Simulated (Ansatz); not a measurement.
Theory: DFT PBE, scalar-relativistic, plane waves, PAW in Ansatz 0.2.0. Settings: cutoff 420 eV, Γ-centred meshes spaced at most about 0.3 Å⁻¹, and about 0.25 Å⁻¹ or finer for metals (2π included), Gaussian smearing. Collinear spin in cells that started with moments and kept them past the coarse steps, no spin elsewhere.

All energies are static (0 K, no zero-point motion). Lower structures may exist.

**Question.** Order these relaxed structures of TiCo by energy, lowest first, with the energy over the lowest of them.
A. Space group Fm-3m (No. 225), cubic, a = 4.852 Å. Ti is surrounded by 6 Co at 2.43 Å and 12 Ti at 3.43 Å; Co is surrounded by 6 Ti at 2.43 Å.
B. Space group P6/mmm (No. 191), hexagonal, a = 2.653 Å, c = 4.548 Å. Around Ti lie 2 Co at 2.27 Å and 6 Ti at 2.65 Å; Co has 2 Ti at 2.27 Å and 6 Co at 2.65 Å.
C. Space group Pm-3m (No. 221), cubic, a = 2.985 Å. Ti has 8 Co at 2.59 Å and 6 Ti at 2.99 Å; Co is surrounded by 8 Ti at 2.59 Å and 6 Co at 2.99 Å.

**Answer.** C (0 meV/atom), A (482 meV/atom), B (777 meV/atom). Forms: C caesium chloride type, Pm-3m, moments up to 1.0 μB; A rock salt type, Fm-3m, no spin; B P6/mmm, moments up to 0.8 μB. Counting all near atoms (those within 1.25 times the shortest distance at each site; a plus sign parts nearer from farther groups): C has Ti 8+6, Co 8+6; A has Ti 6, Co 6; B has Ti 2+6, Co 2+6.

The magnetic state reached may not be the lowest. The Pm-3m cell at 13.3 Å³/atom was relaxed from a Materials Project cell. Trial moments died out on the coarse mesh in Fm-3m; another magnetic start might hold. Cells relaxed within their symmetry can be saddle points. Some structure types and database cells were kept out of the candidates from the start, so a known form may be missing.
